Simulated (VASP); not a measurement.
Si, 2 atoms in the cell. The structure is hexagonal, space group P6_3/mmc (No. 194). The conventional cell has a = 2.707 Å, b = 2.707 Å, c = 4.576 Å, α = 90.00°, β = 90.00°, γ = 120.00°. Around Si (site symmetry -6m2) lie 12 Si at 2.71 to 2.77 Å. This isn't the form of Si at room conditions, which is diamond. The cell isn't the ideal one: functional r2SCAN, strained and moved within the space group.

| Item | Value |
| --- | --- |
| Program | VASP 6.6.1 |
| Task | single point |
| Functional | r2SCAN |
| Potentials or basis | VASP PAW PBE potentials, release 64 (Si) |
| Cutoff | 520 eV |
| k mesh | 18 × 18 × 10 |
| Occupations | gaussian, width 0.1 eV |
| Spin | no spin polarisation |
| Dipole correction | no |
| Further INCAR settings | ALGO = Normal; EDIFF = 1e-07; NBANDS = 11 |

Potentials or basis: VASP PAW PBE potentials, release 64 (Si).

Launch:

```console
$ cat potpaw_PBE.64/Si/POTCAR > POTCAR
$ cp INCAR.step1 INCAR
$ mpirun -np 1 vasp_std > vasp.out
$ cp INCAR.step2 INCAR
$ mpirun -np 1 vasp_std > vasp.out
```

Hardware: 1 thread of Intel(R) Xeon(R) Platinum 8488C (Sapphire Rapids), with other jobs on the host.

Question: How long does it take, and how much memory?

Answer: It took 2.4 min on 1 thread of Intel(R) Xeon(R) Platinum 8488C (Sapphire Rapids), with other jobs on the host, peak memory 0.18 GiB. Counts: scf iterations 12, k points 222.
